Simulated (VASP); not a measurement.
# TePb (Pm-3m) in VASP: a series of runs

Runs on TePb. Level: PBE. Tasks: single point.

Program: VASP 6.6.1. These are calculated values, not measurements. Logs are shortened: lines on timing, memory, paths and dates and some standing lists are left out, and cuts for length are marked.

### Step 1. The structure

Symmetry: Pm-3m, No. 221, cubic system. The conventional cell has a = 4.002 Å, b = 4.002 Å, c = 4.002 Å, α = 90.00°, β = 90.00°, γ = 90.00°. Te (site symmetry m-3m) is surrounded by 8 Pb at 3.47 Å. Pb (site symmetry m-3m) is surrounded by 8 Te at 3.47 Å.

Measurements of this composition are mostly on another form, of space group No. 225.

### Step 2. Single point, PBE

File INCAR:

```
SYSTEM = TePb
  ALGO = Normal
  EDIFF = 1E-6
  ENCUT = 520
  GGA = PE
  ISIF = 2
  ISMEAR = 0
  LASPH = .True.
  LCHARG = .False.
  LREAL = .False.
  LWAVE = .False.
  NBANDS = 17
  NELM = 100
  PREC = Accurate
  SIGMA = 0.05
```

File KPOINTS:

```
k-points
0
Gamma
  8 8 8
  0 0 0
```

File POSCAR:

```
TePb
1.0
    4.0022870000      0.0000000000      0.0000000000
    0.0000000000      4.0022870000      0.0000000000
    0.0000000000      0.0000000000      4.0022870000
Te Pb
1 1
Direct
    0.5000000000      0.5000000000      0.5000000000
    0.0000000000      0.0000000000      0.0000000000
```

Potentials or basis: VASP PAW PBE potentials, release 64 (Te, Pb_d).

The run is started by

```bash
$ cat potpaw_PBE.64/Te/POTCAR potpaw_PBE.64/Pb_d/POTCAR > POTCAR
$ mpirun -np 1 vasp_std > vasp.out
```

OUTCAR:

```text
SYSTEM = TePb
   EDIFF = 1E-6
   ENCUT = 520
   GGA = PE
   ISIF = 2
   ISMEAR = 0
   LASPH = .True.
   LREAL = .False.
   NELM = 100
   PREC = Accurate

 ion  position               nearest neighbor table
   1  0.500  0.500  0.500-   2 3.47   2 3.47   2 3.47   2 3.47   2 3.47   2 3.47   2 3.47   2 3.47

   2  0.000  0.000  0.000-   1 3.47   1 3.47   1 3.47   1 3.47   1 3.47   1 3.47   1 3.47   1 3.47

  LATTYP: Found a simple cubic cell.
 ALAT       =     4.0022870000

  Lattice vectors:

 A1 = (   4.0022870000,   0.0000000000,   0.0000000000)
 A2 = (   0.0000000000,   4.0022870000,   0.0000000000)
 A3 = (   0.0000000000,   0.0000000000,   4.0022870000)

Analysis of symmetry for initial positions (statically):
=====================================================================
 Subroutine PRICEL returns:
 Original cell was already a primitive cell.

 Routine SETGRP: Setting up the symmetry group for a
 simple cubic supercell.

 Subroutine GETGRP returns: Found 48 space group operations
 (whereof 48 operations were pure point group operations)
 out of a pool of 48 trial point group operations.

The static configuration has the point symmetry O_h .

Analysis of symmetry for dynamics (positions and initial velocities):
=====================================================================
 Subroutine PRICEL returns:
 Original cell was already a primitive cell.

 Routine SETGRP: Setting up the symmetry group for a
 simple cubic supercell.

 Subroutine GETGRP returns: Found 48 space group operations
 (whereof 48 operations were pure point group operations)
 out of a pool of 48 trial point group operations.

The dynamic configuration has the point symmetry O_h .

 Subroutine INISYM returns: Found 48 space group operations
 (whereof 48 operations are pure point group operations),
 and found     1 'primitive' translations

----------------------------------------------------------------------------------------

                                     Primitive cell

  volume of cell :      64.1098

  direct lattice vectors                    reciprocal lattice vectors
     4.002287000  0.000000000  0.000000000     0.249857144  0.000000000  0.000000000
     0.000000000  4.002287000  0.000000000     0.000000000  0.249857144  0.000000000
     0.000000000  0.000000000  4.002287000     0.000000000  0.000000000  0.249857144

  length of vectors
     4.002287000  4.002287000  4.002287000     0.249857144  0.249857144  0.249857144

  position of ions in fractional coordinates (direct lattice)
     0.500000000  0.500000000  0.500000000
     0.000000000  0.000000000  0.000000000
[... 74 lines left out ...]
   LASPH  =      T    aspherical Exc in radial PAW
   ENCUT  =  520.0 eV  38.22 Ry    6.18 a.u.   7.44  7.44  7.44*2*pi/ulx,y,z
   NELM   =    100;   NELMIN=  2; NELMDL= -5     # of ELM steps
   EDIFF  = 0.1E-05   stopping-criterion for ELM
   LREAL  =      F    real-space projection
   EDIFFG = 0.1E-04   stopping-criterion for IOM
   NSW    =      0    number of steps for IOM
   IBRION =     -1    ionic relax: 0-MD 1-quasi-New 2-CG
   NFREE  =      0    steps in history (QN), initial steepest desc. (CG)
   ISIF   =      2    stress and relaxation
   ISYM   =      2    0-nonsym 1-usesym 2-fastsym
   POTIM  = 0.5000    time-step for ionic-motion
   TEBEG  =    0.0;   TEEND  =   0.0 temperature during run
   PSTRESS=    0.0 pullay stress
   NELECT =      20.0000    total number of electrons
   NUPDOWN=      -1.0000    fix difference up-down
   EMIN   =  10.00;   EMAX   =-10.00  energy-range for DOS
   EFERMI =   0.00;   METHOD = LEGACY
   ISMEAR =     0;   SIGMA  =   0.05  broadening in eV -4-tet -1-fermi 0-gaus
   EFERMI_NEDOS =   21; number of points for ismear=-14 and -15
   IALGO  =     38    algorithm
   IMIX   =      4    mixing-type and parameters
     AMIX     =   0.40;   BMIX     =  1.00
     AMIX_MAG =   1.60;   BMIX_MAG =  1.00
  volume/ion in A,a.u.               =      32.05       216.32
  Fermi-wavevector in a.u.,A,eV,Ry     =   1.110307  2.098177 16.773027  1.232783
  Thomas-Fermi vector in A             =   2.246857
   LORBIT       =      0    0 simple, 1 ext, 2 COOP (PROOUT), +10 PAW based schemes
   GGA     = PE    functional components
   LHFCALC =     F    Hartree Fock is set to
   AEXX    =    0.0000 exact exchange contribution
   IVDW    =     0    specifies the selected vdW correction
   LEPSILON=     F    determine dielectric tensor
   LRPA    =     F    only Hartree local field effects (RPA)
 non-spin polarized calculation
 Gauss-broadening in eV      SIGMA  =   0.05
  energy-cutoff  :      520.00
  volume of cell :       64.11
 maximum number of plane-waves:      1751
 NGX is ok and might be reduce to    30
   NGX = 15   NGY = 15   NGZ = 15

 number of electron      20.0000009 magnetization

 Free energy of the ion-electron system (eV)
  ---------------------------------------------------
  ext. energy  EPLUGINS =         0.00000000
  ---------------------------------------------------
  free energy    TOTEN  =        -7.06584328 eV

  energy without entropy =       -7.06449029  energy(sigma->0) =       -7.06516678

 E-fermi :   6.4060     XC(G=0):  -9.6819

 val. band max:        6.3298434238   @ k =   0.2500   0.1250   0.1250
 cond. band min:       6.4224567487   @ k =   0.5000   0.2500   0.0000
 fundamental gap:      0.0926133249
 Fermi energy:         6.4060300315

 k-point     1 :       0.0000    0.0000    0.0000
  band No.  band energies     occupation
      1     -10.7870      2.00000
      2     -10.7870      2.00000
      3     -10.7039      2.00000
      4     -10.7039      2.00000
      5     -10.7039      2.00000
      6      -5.7674      2.00000
[... 457 lines left out ...]
      4     -10.7252      2.00000
      5     -10.6843      2.00000
      6      -3.7621      2.00000
[... 9 lines left out ...]
     16      15.3486      0.00000
     17      16.0928      0.00000

 [... further k-points ...]
[... 5 lines left out ...]
  --------------------------------------------------------------------------------------
  -------------------------------------------------------------------------------------
  Total       -0.0000531     -0.0000531     -0.0000531      0.0000000      0.0000000      0.0000000
  in kB       -0.0013267     -0.0013267     -0.0013267      0.0000000      0.0000000      0.0000000
  external PRESSURE =      -0.0013267 kB  Pullay stress =       0.0000000 kB

 VOLUME and BASIS-vectors are now :
 -----------------------------------------------------------------------------
  energy-cutoff  :      520.00
  volume of cell :       64.11
      direct lattice vectors                 reciprocal lattice vectors
     4.002287000  0.000000000  0.000000000     0.249857144  0.000000000  0.000000000
     0.000000000  4.002287000  0.000000000     0.000000000  0.249857144  0.000000000
     0.000000000  0.000000000  4.002287000     0.000000000  0.000000000  0.249857144

 POSITION                                       TOTAL-FORCE (eV/Angst)
 -----------------------------------------------------------------------------------
      2.00114      2.00114      2.00114         0.000000      0.000000      0.000000
      0.00000      0.00000      0.00000         0.000000      0.000000      0.000000
 -----------------------------------------------------------------------------------
    total drift:                                0.000000     -0.000000     -0.000000

  FREE ENERGIE OF THE ION-ELECTRON SYSTEM (eV)
  ---------------------------------------------------
  free  energy   TOTEN  =        -7.0658432813 eV

  energy  without entropy=       -7.0644902853  energy(sigma->0) =       -7.06516678
```

OSZICAR:

```text
N       E                     dE             d eps       ncg     rms          rms(c)
DAV:   1     0.152430443317E+03    0.15243E+03   -0.93207E+03  1190   0.116E+03
DAV:   2     0.304912294554E+01   -0.14938E+03   -0.14496E+03  1267   0.299E+02
DAV:   3    -0.701653238457E+01   -0.10066E+02   -0.99229E+01  1626   0.826E+01
DAV:   4    -0.725913927017E+01   -0.24261E+00   -0.24238E+00  1542   0.141E+01
DAV:   5    -0.726877668391E+01   -0.96374E-02   -0.96369E-02  1624   0.256E+00    0.355E+00
DAV:   6    -0.707028363536E+01    0.19849E+00   -0.45487E-01  1682   0.439E+00    0.227E+00
DAV:   7    -0.706562428149E+01    0.46594E-02   -0.69356E-02  1514   0.120E+00    0.106E+00
DAV:   8    -0.706584540475E+01   -0.22112E-03   -0.58569E-03  1455   0.772E-01    0.106E-01
DAV:   9    -0.706582989246E+01    0.15512E-04   -0.77340E-04  1731   0.194E-01    0.389E-02
DAV:  10    -0.706583789482E+01   -0.80024E-05   -0.76996E-05  1429   0.526E-02    0.204E-02
DAV:  11    -0.706584398193E+01   -0.60871E-05   -0.11850E-05  1477   0.219E-02    0.101E-02
DAV:  12    -0.706584328133E+01    0.70060E-06   -0.15457E-06  1086   0.130E-02
   1 F= -.70658433E+01 E0= -.70651668E+01  d E =-.135300E-02
```

stdout:

```text
POSCAR found type information on POSCAR TePb
 POSCAR found :  2 types and       2 ions
 scaLAPACK will be used
 LDA part: xc-table for (Slater+PW92), standard interpolation
 POSCAR, INCAR and KPOINTS ok, starting setup
 FFT: planning ... GRIDC
 FFT: planning ... GRID_SOFT
 FFT: planning ... GRID
 WAVECAR not read
 entering main loop
```

Wall time 23 s (1 thread of Intel Xeon Platinum 8259CL at 2.50GHz (Skylake/Cascade Lake), shared host); peak memory 0.19 GiB.

What came out:

```yaml
Free_energy: -7.0658 eV
Pressure: 0.0 GPa
Band_gap_on_the_k_mesh: none (metal or under the smearing width)
```

Levels at points of the mesh, in eV from the Fermi level:
```tsv
k point	band 7	band 8	band 9	band 10	band 11	band 12	band 13	band 14
(0.00, 0.00, 0.00)	-6.80	-1.58	-1.58	-1.58	3.99	3.99	5.22	5.22
(0.50, 0.00, 0.00)	-9.08	-0.79	-0.16	-0.16	0.17	2.30	2.30	5.33
(0.50, 0.50, 0.00)	-7.95	-4.40	-4.40	0.22	3.48	3.69	3.69	6.00
(0.50, 0.50, 0.50)	-7.20	-2.48	-2.48	-2.48	-1.06	-1.06	-1.06	13.54
```

### Step 3. Single point, PBE

This run uses another cell than the first one, of 26.96 Å³/atom, 0.841 times its volume.

File INCAR:

```
ALGO = Normal
EDIFF = 1E-6
ENCUT = 520
GGA = PE
ISIF = 2
ISMEAR = 0
LASPH = T
LCHARG = F
LREAL = F
LWAVE = F
NBANDS = 17
NELM = 100
PREC = Accurate
SIGMA = 0.05
```

File KPOINTS:

```
k-points
0
Gamma
  10 10 10
```

File POSCAR:

```
TePb
1.0
    3.7778745909      0.0000000000      0.0000000000
    0.0000000000      3.7778745909      0.0000000000
    0.0000000000      0.0000000000      3.7778745909
Te Pb
1 1
Direct
    0.5000000000      0.5000000000      0.5000000000
    0.0000000000      0.0000000000      0.0000000000
```

Potentials or basis: VASP PAW PBE potentials, release 64 (Te, Pb_d).

The run is started by

```bash
$ cat potpaw_PBE.64/Te/POTCAR potpaw_PBE.64/Pb_d/POTCAR > POTCAR
$ mpirun -np 1 vasp_std > vasp.out
```

Wall time 26 s (1 thread of Intel Xeon Platinum 8259CL at 2.50GHz (Skylake/Cascade Lake), shared host); peak memory 0.19 GiB.

The run converged. Its results:

| Property | Result |
| --- | --- |
| Free energy | -6.8127 eV |
| Pressure | 9.8 GPa |
| Band gap on the k mesh | none (metal or under the smearing width) |

Levels at points of the mesh, in eV from the Fermi level:
```csv
k point,band 7,band 8,band 9,band 10,band 11,band 12,band 13,band 14
"(0.00, 0.00, 0.00)",-6.12,-1.93,-1.93,-1.93,3.81,3.81,6.55,6.55
"(0.50, 0.00, 0.00)",-9.73,-0.30,-0.10,-0.10,0.55,2.57,2.57,5.05
"(0.50, 0.50, 0.00)",-7.98,-5.37,-5.37,0.34,4.19,4.32,4.32,6.44
"(0.50, 0.50, 0.50)",-6.85,-3.02,-3.02,-3.02,-1.51,-1.51,-1.51,15.50
```

Spin-orbit coupling is left out, which matters for the levels of Pb, Te.
